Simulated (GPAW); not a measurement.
Crystal: CoO.

```
CELL_PARAMETERS angstrom
0.00000 2.13150 2.13150
2.13150 0.00000 2.13150
2.13150 2.13150 0.00000
ATOMIC_POSITIONS crystal
Co 0.00000 0.00000 0.00000
O 0.50000 0.50000 0.50000
```

Base run:

```yaml
Program: GPAW 26.7.0
Functional: PBE
Potentials_or_basis: GPAW PAW data sets (gpaw-data 1.2.1)
Cutoff: 800 eV
Basis: pw
k_mesh: 11 × 11 × 11
Occupations: gaussian, width 0.017 eV
Spin: collinear spin, ferromagnetic start
Starting_moments: "[2.0, 0.0] μB"
```

Its results: pressure -1.0 GPa; net moment 2.99 μB per cell; site moments Co +2.57; O +0.25 μB.

Problem. The run is repeated on the same cell with these changes: functional from PBE to r2SCAN; occupations from gaussian, width 0.017 eV to fermi-dirac, width 0.05 eV. What comes out?

Solution. Pressure -6.4 GPa; net moment 3.00 μB per cell; site moments Co +2.64; O +0.23 μB.

Caveats: a cell with one magnetic atom can't hold antiferromagnetic order, which such compounds often take; the PAW data sets were made with another functional, which shifts forces and pressure a little (some runs).
